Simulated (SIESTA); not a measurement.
Runs of SIESTA 5.4.2 on CdS. The structure is cubic, space group Fm-3m (No. 225). Conventional cell: a = 5.506 Å, b = 5.506 Å, c = 5.506 Å, α = 90.00°, β = 90.00°, γ = 90.00°. Around Cd (site symmetry m-3m) lie 6 S at 2.75 Å. S (site symmetry m-3m) has 6 Cd at 2.75 Å as nearest neighbours. Measurements of this composition are mostly on another form, of space group No. 186.

```csv
task,level,potentials or basis,spin,cell,k mesh,optimiser,force tolerance,stress tolerance (GPa),grid cutoff,energy shift,gap on the mesh (eV),pressure (GPa),moment (μB)
relaxation of cell and atoms,RGE2,"PseudoDojo 0.4 standard (PBE files, fully relativistic), SZP (energy shift 0.002 Ry)","non-collinear, ferromagnetic start, SOC",relaxed,6 × 6 × 6,Broyden,0.01 eV/Å,0.05,1200 Ry,0.002 Ry,0.18,0.0,0.00
single point,PBE,"PseudoDojo 0.4 standard (PBE files), DZP (energy shift 0.002 Ry)",off,as given,8 × 8 × 8,-,-,-,800 Ry,0.002 Ry,0.28,(a),-
single point,PBE,"PseudoDojo 0.4 standard (PBE files), DZP (energy shift 0.002 Ry)",off,"atoms moved at random, drawn with an rms of 0.05 Å",8 × 8 × 8,-,-,-,800 Ry,0.002 Ry,0.28,0.3,-
relaxation of the atoms,PBE,"PseudoDojo 0.4 standard (PBE files, fully relativistic), DZP (energy shift 0.02 Ry)","non-collinear, ferromagnetic start, SOC",atoms relaxed,6 × 6 × 6,-,0.02 eV/Å,-,800 Ry,0.02 Ry,0.41,-8.2,0.00
relaxation of the atoms,PBE,"PseudoDojo 0.4 standard (PBE files, fully relativistic), DZP (energy shift 0.02 Ry)","non-collinear, ferromagnetic start, SOC",atoms relaxed,6 × 6 × 6,Broyden,0.02 eV/Å,-,800 Ry,0.02 Ry,0.41,-8.2,0.00
```

Alike in all rows: smearing fermi-dirac 0.05 eV.

Problem. Fill in the values left out.

Solution. (a) 0.2.

Caveats: the basis of atomic orbitals isn't converged, which shifts pressures, moduli and gaps; semicore shells carry a single zeta, which can move pressures by several GPa and volumes by a few percent (some runs); the relaxation stopped at its first step, so nothing moved (some runs); the potentials were made for another functional, which shifts forces and pressure (some runs).

A k mesh can miss the band edges, and rows without SOC leave out spin-orbit coupling on Cd.
